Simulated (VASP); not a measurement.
# ZnAu (Pm-3m) in VASP: a series of runs

Runs on ZnAu. Level: PBE. Tasks: single point.

All numbers are computed with VASP 6.6.1; they aren't measurements. Logs are shortened: lines on timing, memory, paths and dates and some standing lists are left out, and cuts for length are marked.

## 1. Starting point

The structure is cubic, space group Pm-3m (No. 221). Conventional cell: a = 3.147 Å, b = 3.147 Å, c = 3.147 Å, α = 90.00°, β = 90.00°, γ = 90.00°. Au (site symmetry m-3m) has 8 Zn at 2.73 Å as nearest neighbours. Zn (site symmetry m-3m) is surrounded by 8 Au at 2.73 Å.

## 2. Single point, PBE

INCAR reads:

```
SYSTEM = ZnAu
PREC     = Accurate       ! precision mode
ENCUT    = 400            ! plane-wave cutoff, eV
EDIFF    = 1E-6           ! SCF threshold, eV
ISMEAR   = 0              ! smearing method
SIGMA    = 0.2            ! smearing width, eV
LREAL    = .FALSE.        ! projectors in reciprocal space
LASPH    = .TRUE.         ! aspherical terms in the spheres
NELM     = 100            ! most SCF steps
ALGO     = Normal         ! electronic algorithm
ISIF     = 2              ! what is computed and relaxed
LWAVE    = .FALSE.        ! write WAVECAR
LCHARG   = .FALSE.        ! write CHGCAR
GGA      = PE             ! functional
NBANDS   = 18             ! bands
ADDGRID  = .FALSE.
```

KPOINTS reads:

```
regular mesh
0
G
  8 8 8
  0 0 0
```

POSCAR reads:

```
ZnAu
1.0
    3.1470000000      0.0000000000      0.0000000000
    0.0000000000      3.1470000000      0.0000000000
    0.0000000000      0.0000000000      3.1470000000
Au Zn
1 1
Direct
    0.0000000000      0.0000000000      0.0000000000
    0.5000000000      0.5000000000      0.5000000000
```

Potentials or basis: VASP PAW PBE potentials, release 64 (Au, Zn).

Started as:

```sh
$ cat potpaw_PBE.64/Au/POTCAR potpaw_PBE.64/Zn/POTCAR > POTCAR
$ mpirun -np 1 vasp_std > vasp.out
```

OUTCAR:

```text
SYSTEM = ZnAu
   PREC = Accurate
   ENCUT = 400
   EDIFF = 1E-6
   ISMEAR = 0
   LREAL = .FALSE.
   LASPH = .TRUE.
   NELM = 100
   ISIF = 2
   GGA = PE

 Found     35 irreducible k-points:

 Following reciprocal coordinates:
            Coordinates               Weight
  0.000000  0.000000  0.000000      1.000000
  0.125000  0.000000  0.000000      6.000000
  0.250000  0.000000  0.000000      6.000000
  0.375000  0.000000  0.000000      6.000000
  0.500000  0.000000  0.000000      3.000000
  0.125000  0.125000  0.000000     12.000000
   k-points           NKPTS =     35   k-points in BZ     NKDIM =     35   number of bands    NBANDS=     18
   number of dos      NEDOS =    301   number of ions     NIONS =      2
   total plane-waves  NPLWV =  13824
   dimension x,y,z NGX =    24 NGY =   24 NGZ =   24
   dimension x,y,z NGXF=    48 NGYF=   48 NGZF=   48
   ions per type =               1   1
   NGX,Y,Z   is equivalent  to a cutoff of  12.68, 12.68, 12.68 a.u.
   NGXF,Y,Z  is equivalent  to a cutoff of  25.36, 25.36, 25.36 a.u.
 SYSTEM =  ZnAu
   PREC   = accura    normal or accurate (medium, high low for compatibility)
   ISTART =      0    job   : 0-new  1-cont  2-samecut
   ICHARG =      2    charge: 1-file 2-atom 10-const
   ISPIN  =      1    spin polarized calculation?
   LNONCOLLINEAR =      F non collinear calculations
   LSORBIT =      F    spin-orbit coupling
   LASPH  =      T    aspherical Exc in radial PAW
   ENCUT  =  400.0 eV  29.40 Ry    5.42 a.u.   5.13  5.13  5.13*2*pi/ulx,y,z
   NELM   =    100;   NELMIN=  2; NELMDL= -5     # of ELM steps
   EDIFF  = 0.1E-05   stopping-criterion for ELM
[... 8 lines left out ...]
   TEBEG  =    0.0;   TEEND  =   0.0 temperature during run
   PSTRESS=    0.0 pullay stress
   NELECT =      23.0000    total number of electrons
   NUPDOWN=      -1.0000    fix difference up-down
   EMIN   =  10.00;   EMAX   =-10.00  energy-range for DOS
   EFERMI =   0.00;   METHOD = LEGACY
   ISMEAR =     0;   SIGMA  =   0.20  broadening in eV -4-tet -1-fermi 0-gaus
   EFERMI_NEDOS =   21; number of points for ismear=-14 and -15
   IALGO  =     38    algorithm
   IMIX   =      4    mixing-type and parameters
     AMIX     =   0.40;   BMIX     =  1.00
     AMIX_MAG =   1.60;   BMIX_MAG =  1.00
  volume/ion in A,a.u.               =      15.58       105.16
  Fermi-wavevector in a.u.,A,eV,Ry     =   1.479406  2.795672 29.778283  2.188642
  Thomas-Fermi vector in A             =   2.593568
   LORBIT       =      0    0 simple, 1 ext, 2 COOP (PROOUT), +10 PAW based schemes
   GGA     = PE    functional components
   LHFCALC =     F    Hartree Fock is set to
   AEXX    =    0.0000 exact exchange contribution
   IVDW    =     0    specifies the selected vdW correction
   LEPSILON=     F    determine dielectric tensor
   LRPA    =     F    only Hartree local field effects (RPA)
 non-spin polarized calculation
 Gauss-broadening in eV      SIGMA  =   0.20
  energy-cutoff  :      400.00
  volume of cell :       31.17
 maximum number of plane-waves:       587
 NGX is ok and might be reduce to    24
   NGX = 11   NGY = 11   NGZ = 11

 number of electron      23.0000000 magnetization

 Free energy of the ion-electron system (eV)
  ---------------------------------------------------
  ext. energy  EPLUGINS =         0.00000000
  ---------------------------------------------------
  free energy    TOTEN  =        -4.73907687 eV

  energy without entropy =       -4.73121709  energy(sigma->0) =       -4.73514698

 E-fermi :   7.0172     XC(G=0): -12.3776

 val. band max:        6.8087739941   @ k =   0.5000   0.3750   0.2500
 cond. band min:       7.1694082629   @ k =   0.3750   0.3750   0.1250
 fundamental gap:      0.3606342688
 Fermi energy:         7.0172445769

 k-point     1 :       0.0000    0.0000    0.0000
  band No.  band energies     occupation
      1      -3.5228      2.00000
      2      -1.0271      2.00000
      3      -1.0271      2.00000
      4      -0.3355      2.00000
      5      -0.3355      2.00000
      6      -0.3355      2.00000
[... 10 lines left out ...]
     17      19.2309      0.00000
     18      25.4022      0.00000

 k-point     2 :       0.1250    0.0000    0.0000
  band No.  band energies     occupation
      1      -3.2467      2.00000
      2      -0.9673      2.00000
      3      -0.9472      2.00000
      4      -0.3383      2.00000
      5      -0.3383      2.00000
      6      -0.3130      2.00000
[... 10 lines left out ...]
     17      20.5567      0.00000
     18      25.1867      0.00000

 k-point     3 :       0.2500    0.0000    0.0000
  band No.  band energies     occupation
      1      -2.4588      2.00000
      2      -0.8115      2.00000
      3      -0.7577      2.00000
      4      -0.3426      2.00000
      5      -0.3426      2.00000
      6      -0.2572      2.00000
[... 10 lines left out ...]
     17      23.2584      0.00000
     18      23.5319      0.00000

 k-point     4 :       0.3750    0.0000    0.0000
  band No.  band energies     occupation
      1      -1.3331      2.00000
      2      -0.6345      2.00000
      3      -0.5696      2.00000
      4      -0.3422      2.00000
      5      -0.3422      2.00000
      6      -0.1998      2.00000
[... 10 lines left out ...]
     17      20.8701      0.00000
     18      20.8790      0.00000

 k-point     5 :       0.5000    0.0000    0.0000
  band No.  band energies     occupation
      1      -0.6450      2.00000
      2      -0.5527      2.00000
      3      -0.4176      2.00000
      4      -0.3404      2.00000
      5      -0.3404      2.00000
      6      -0.1756      2.00000
[... 10 lines left out ...]
     17      18.3071      0.00000
     18      18.5238      0.00000

 k-point     6 :       0.1250    0.1250    0.0000
  band No.  band energies     occupation
      1      -2.9790      2.00000
      2      -0.9094      2.00000
      3      -0.8758      2.00000
      4      -0.3797      2.00000
      5      -0.3410      2.00000
      6      -0.2693      2.00000
[... 10 lines left out ...]
     17      20.6821      0.00000
     18      23.5125      0.00000

 [... further k-points ...]
[... 5 lines left out ...]
  --------------------------------------------------------------------------------------
  -------------------------------------------------------------------------------------
  Total        0.9555115      0.9555115      0.9555115     -0.0000000      0.0000000     -0.0000000
  in kB       49.1197664     49.1197664     49.1197664     -0.0000000      0.0000000     -0.0000000
  external PRESSURE =      49.1197664 kB  Pullay stress =       0.0000000 kB

 VOLUME and BASIS-vectors are now :
 -----------------------------------------------------------------------------
  energy-cutoff  :      400.00
  volume of cell :       31.17
      direct lattice vectors                 reciprocal lattice vectors
     3.147000000  0.000000000  0.000000000     0.317762949  0.000000000  0.000000000
     0.000000000  3.147000000  0.000000000     0.000000000  0.317762949  0.000000000
     0.000000000  0.000000000  3.147000000     0.000000000  0.000000000  0.317762949

 POSITION                                       TOTAL-FORCE (eV/Angst)
 -----------------------------------------------------------------------------------
      0.00000      0.00000      0.00000         0.000000      0.000000      0.000000
      1.57350      1.57350      1.57350         0.000000      0.000000      0.000000
 -----------------------------------------------------------------------------------
    total drift:                                0.000000      0.000000     -0.000000

  FREE ENERGIE OF THE ION-ELECTRON SYSTEM (eV)
  ---------------------------------------------------
  free  energy   TOTEN  =        -4.7390768668 eV

  energy  without entropy=       -4.7312170942  energy(sigma->0) =       -4.73514698
```

Wall time 26 s (1 thread of AMD EPYC, shared host); peak memory 0.11 GiB.

The run converged, but some of its settings lie outside the range that counts as converged, so its numbers aren't taken as properties of the crystal.

What came out:

| Property | Result |
| --- | --- |
| Free energy | -4.7391 eV |
| Pressure | 4.9 GPa |
| Band gap on the k mesh | none (metal or under the smearing width) |

## 3. Single point, PBE

Edit INCAR of step 2 so:

```diff
@@ -5,3 +5,3 @@
 ISMEAR   = 0              ! smearing method
-SIGMA    = 0.2            ! smearing width, eV
+SIGMA    = 0.4            ! smearing width, eV
 LREAL    = .FALSE.        ! projectors in reciprocal space
```

KPOINTS is that of step 2.

POSCAR is that of step 2.

Potentials or basis: VASP PAW PBE potentials, release 64 (Au, Zn).

Started as:

```sh
$ cat potpaw_PBE.64/Au/POTCAR potpaw_PBE.64/Zn/POTCAR > POTCAR
$ mpirun -np 1 vasp_std > vasp.out
```

OUTCAR:

```text
SYSTEM = ZnAu
   PREC = Accurate
   ENCUT = 400
   EDIFF = 1E-6
   ISMEAR = 0
   LREAL = .FALSE.
   LASPH = .TRUE.
   NELM = 100
   ISIF = 2
   GGA = PE

 Found     35 irreducible k-points:

 Following reciprocal coordinates:
            Coordinates               Weight
  0.000000  0.000000  0.000000      1.000000
  0.125000  0.000000  0.000000      6.000000
  0.250000  0.000000  0.000000      6.000000
  0.375000  0.000000  0.000000      6.000000
  0.500000  0.000000  0.000000      3.000000
  0.125000  0.125000  0.000000     12.000000
   k-points           NKPTS =     35   k-points in BZ     NKDIM =     35   number of bands    NBANDS=     18
   number of dos      NEDOS =    301   number of ions     NIONS =      2
   total plane-waves  NPLWV =  13824
[... 197 lines left out ...]

 [... further k-points ...]
[... 5 lines left out ...]
  --------------------------------------------------------------------------------------
  -------------------------------------------------------------------------------------
  Total        0.9362175      0.9362175      0.9362175     -0.0000000     -0.0000000      0.0000000
  in kB       48.1279226     48.1279226     48.1279226     -0.0000000     -0.0000000      0.0000000
  external PRESSURE =      48.1279226 kB  Pullay stress =       0.0000000 kB

 VOLUME and BASIS-vectors are now :
 -----------------------------------------------------------------------------
  energy-cutoff  :      400.00
  volume of cell :       31.17
      direct lattice vectors                 reciprocal lattice vectors
     3.147000000  0.000000000  0.000000000     0.317762949  0.000000000  0.000000000
     0.000000000  3.147000000  0.000000000     0.000000000  0.317762949  0.000000000
     0.000000000  0.000000000  3.147000000     0.000000000  0.000000000  0.317762949

 POSITION                                       TOTAL-FORCE (eV/Angst)
 -----------------------------------------------------------------------------------
      0.00000      0.00000      0.00000         0.000000      0.000000      0.000000
      1.57350      1.57350      1.57350         0.000000      0.000000      0.000000
 -----------------------------------------------------------------------------------
    total drift:                                0.000000      0.000000     -0.000000

  FREE ENERGIE OF THE ION-ELECTRON SYSTEM (eV)
  ---------------------------------------------------
  free  energy   TOTEN  =        -4.7523466818 eV

  energy  without entropy=       -4.7161598007  energy(sigma->0) =       -4.73425324
```

stdout:

```text
POSCAR found type information on POSCAR AuZn
 POSCAR found :  2 types and       2 ions
 scaLAPACK will be used
 LDA part: xc-table for (Slater+PW92), standard interpolation
 POSCAR, INCAR and KPOINTS ok, starting setup
 FFT: planning ... GRIDC
 FFT: planning ... GRID_SOFT
 FFT: planning ... GRID
 WAVECAR not read
 entering main loop
```

Run time: 25 s. Hardware: 1 thread of AMD EPYC, shared host; peak memory 0.11 GiB.

The run converged, but some of its settings lie outside the range that counts as converged, so its numbers aren't taken as properties of the crystal.

Results:

```
Free energy            : -4.7523 eV
Pressure               : 4.8 GPa
Band gap on the k mesh : none (metal or under the smearing width)
```

[end of part 1 of 2]
